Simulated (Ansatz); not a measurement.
Sn, 2 atoms in the cell. The typed cell holds 2 atoms: a = 4.455 Å, b = 4.455 Å, c = 4.455 Å, α = 97.40°, β = 97.40°, γ = 137.92°.  The cell isn't the ideal one: atoms moved at random, drawn with an rms of 0.05 Å.

```yaml
Program: Ansatz 0.2.0
Task: single point
Functional: PBE
Potentials_or_basis: all-electron LAPW, scalar-relativistic
Cutoff: 215 eV (chosen from the basis error)
Basis_error_allowed: 0.001 eV/atom
k_mesh: 9 × 9 × 9
Occupations: fermi-dirac, width 0.05 eV
Spin: no spin polarisation
```

Potentials or basis: all-electron LAPW, scalar-relativistic.

Run with:

```bash
$ ansatz run input.yaml --threads 1 --pin off --max-ram 2560MiB --backend cpu --events-out ev --progress --plain --runs-dir out
```

Hardware: 1 thread of Arm Neoverse V2 (shared host).

Q: Estimate the wall time of this run.

A: Wall time 87 s on 1 thread of Arm Neoverse V2 (shared host), peak memory 0.92 GiB. Counts: scf iterations 9, plane waves 399, k points 365, bands 27.
